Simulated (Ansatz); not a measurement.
Ionic part of the dielectric constant of BN at 18 GPa, mode by mode

The calculation used DFT PBE, scalar-relativistic, plane waves, PAW in Ansatz. Plane waves to 420 eV; Γ-centred k mesh 12×12×12; fixed occupations. No spin polarisation. Phonons by linear response, acoustic sum rule imposed.

It takes space group F-43m (No. 216, cubic). Conventional cell: a = 3.571 Å, b = 3.571 Å, c = 3.571 Å, α = 90.00°, β = 90.00°, γ = 90.00°. Around B (site symmetry -43m) lie 4 N at 1.55 Å. Around N (site symmetry -43m) lie 4 B at 1.55 Å.

The primitive cell has V = 11.39 Å³ and ε∞,yy = 4.570. Each polar mode adds Δε = (4.92064×10⁷/V)·S/ν² along y, with S its oscillator strength in e²/amu, ν in cm⁻¹ and V in Å³.

Q: From these modes, find each Δε and ε0,yy.
```json
{"ν (cm⁻¹)": "1084.4", "S_yy (e²/amu)": "0.5875"}
```

A:
| ν (cm⁻¹) | Δε |
| --- | --- |
| 1084.4 | 2.16 |

The sum is 2.159, so ε0,yy = 6.73; the run's tensor has 6.73.

Q: Where do the longitudinal modes lie for a wave vector along y?

A: At 1316 cm⁻¹. The Lyddane–Sachs–Teller product Π(ν_LO/ν_TO)² = 1.47 matches ε0/ε∞ = 1.47.

Cost: 1 run of about 0.22 core-minutes, on Intel Xeon Platinum 8259CL (Skylake/Cascade Lake) (shared hosts).

The static dielectric response of BN here is mainly electronic: the lattice adds 2.16 to ε∞ = 4.570, giving ε0 = 6.73. All of the ionic part comes from the zone-centre optical mode, in which the B and N sublattices move against each other. Because the bonds are polar, this motion carries a dipole, which the equivalent mode of diamond lacks by symmetry. Its static contribution grows with the square of the Born effective charge and falls with the force constant. The stiff, short sp³ bonds therefore limit it, whereas the light atoms raise the frequency without changing the static response, since the mass cancels between S and ν².

The same dipole creates the macroscopic field that lifts the longitudinal mode to 1316 cm⁻¹ from the transverse 1084.4 cm⁻¹, with electronic screening moderating the shift. Cubic symmetry makes the yy result valid for every direction. The Lyddane–Sachs–Teller agreement confirms internal consistency, not accuracy against experiment, and a single pressure cannot show whether compression strengthens or weakens the ionic screening.
